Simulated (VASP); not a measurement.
Output of a VASP run:

**OSZICAR**
```
       N       E                     dE             d eps       ncg     rms          rms(c)
DAV:   1     0.175824644840E+03    0.17582E+03   -0.14518E+04  6232   0.498E+02
DAV:   2    -0.277039208407E+02   -0.20353E+03   -0.19522E+03  7164   0.173E+02
DAV:   3    -0.341160473940E+02   -0.64121E+01   -0.63631E+01  7072   0.251E+01
DAV:   4    -0.341437358636E+02   -0.27688E-01   -0.27686E-01  6880   0.179E+00
DAV:   5    -0.341438645384E+02   -0.12867E-03   -0.12867E-03  6860   0.119E-01    0.100E+01
DAV:   6    -0.314924144585E+02    0.26515E+01   -0.26971E+00  6524   0.855E+00    0.295E+00
DAV:   7    -0.315149568389E+02   -0.22542E-01   -0.88265E-02  6748   0.979E-01    0.194E+00
DAV:   8    -0.315429407583E+02   -0.27984E-01   -0.59083E-02  6484   0.104E+00    0.301E-01
DAV:   9    -0.315424734341E+02    0.46732E-03   -0.44849E-04  7148   0.864E-02    0.181E-01
DAV:  10    -0.315428363604E+02   -0.36293E-03   -0.87609E-04  6564   0.110E-01    0.195E-02
DAV:  11    -0.315428422627E+02   -0.59023E-05   -0.96341E-06  7296   0.104E-02    0.132E-02
DAV:  12    -0.315428418386E+02    0.42412E-06   -0.27856E-06  6636   0.758E-03    0.107E-03
DAV:  13    -0.315428418644E+02   -0.25794E-07   -0.84491E-08  6940   0.934E-04
   1 F= -.31542842E+02 E0= -.31542842E+02  d E =-.617250E-18
 imaginary and real dielectric function
```

OUTCAR:
```
------------------------ aborting loop because EDIFF is reached ----------------------------------------
  FORCE on cell =-STRESS in cart. coord.  units (eV):
  Direction    XX          YY          ZZ          XY          YZ          ZX
  --------------------------------------------------------------------------------------
  Total        0.0509285      0.0509285     -0.0438885     -0.0000000      0.0000000      0.0000000
  in kB        1.2068404      1.2068404     -1.0400160     -0.0000000      0.0000000      0.0000000
  external PRESSURE =       0.4578882 kB  Pullay stress =       0.0000000 kB
  volume of cell :       67.61
      direct lattice vectors                 reciprocal lattice vectors
     4.679950934  0.000000000  0.000000000     0.213677454  0.000000000  0.000000000
     0.000000000  4.679950934  0.000000000     0.000000000  0.213677454  0.000000000
     0.000000000  0.000000000  3.087015488     0.000000000  0.000000000  0.323937474
 POSITION                                       TOTAL-FORCE (eV/Angst)
 -----------------------------------------------------------------------------------
      0.00000      0.00000      0.00000         0.000000     -0.000000      0.000000
      2.33998      2.33998      1.54351         0.000000     -0.000000      0.000000
      1.41860      1.41860      0.00000         0.013572      0.013572      0.000000
      3.75858      0.92137      1.54351         0.013572     -0.013572      0.000000
      0.92137      3.75858      1.54351        -0.013572      0.013572      0.000000
      3.26135      3.26135      0.00000        -0.013572     -0.013572      0.000000
 -----------------------------------------------------------------------------------
    total drift:                                0.000000      0.000000      0.000000
  FREE ENERGIE OF THE ION-ELECTRON SYSTEM (eV)
  ---------------------------------------------------
  free  energy   TOTEN  =       -31.5428418644 eV

  energy  without entropy=      -31.5428418644  energy(sigma->0) =      -31.54284186

 plasma frequency squared (from intraband transitions) (eV^2)
  --------------------------------------------------------------------------------------
       0.000      -0.000       0.000
      -0.000       0.000       0.000
       0.000       0.000       0.000

 plasma frequency squared (from interband transitions, int dw w eps(2)(w)) (eV^2)
  --------------------------------------------------------------------------------------
     358.331       0.000       0.000       0.000       0.000       0.000
       0.000      -0.000     358.331       0.000       0.000       0.000
       0.000       0.000       0.000       0.000     362.377       0.000
```
(Selected blocks of OUTCAR.)

POSCAR:
```
MgF2
1
    4.6799509343     0.0000000000     0.0000000000
    0.0000000000     4.6799509343     0.0000000000
    0.0000000000     0.0000000000     3.0870154883
Mg F
2 4
Direct
  1.0000000000   0.0000000000   1.0000000000
  0.5000000000   0.5000000000   0.5000000000
  0.3031236327   0.3031236327   1.0000000000
  0.8031236327   0.1968763673   0.5000000000
  0.1968763673   0.8031236327   0.5000000000
  0.6968763673   0.6968763673   0.0000000000
```

Reconstruct the remaining input files.

This is not unique; one that fits is the input of the run itself, PBE GGA, plane waves, VASP's PBE PAW potentials (set 64).

INCAR:
```
# general
SYSTEM =MgF2
PREC   =Accurate
ENCUT  =520
LREAL  =.FALSE.
LASPH  =.TRUE.
NBANDS =60

# electronic loop
EDIFF  =1E-7
NELM   =100
ALGO   =Normal

# smearing
ISMEAR =0
SIGMA  =0.01

# functional
GGA    =PE

# output
LWAVE  =.FALSE.
LCHARG =.FALSE.
NEDOS  =1001

# other
LOPTICS=.TRUE.
CSHIFT =0.1
```

### KPOINTS
```
Automatic mesh
0
Gamma
6 6 9
0 0 0
```

POTCAR, in this order: Mg F (PBE.64 set). Program: vasp_std.

The dielectric response may not be converged in the k-mesh; for small gaps it tends to come out too large.

The compound is MgF2 in the rutile structure. It was relaxed first.
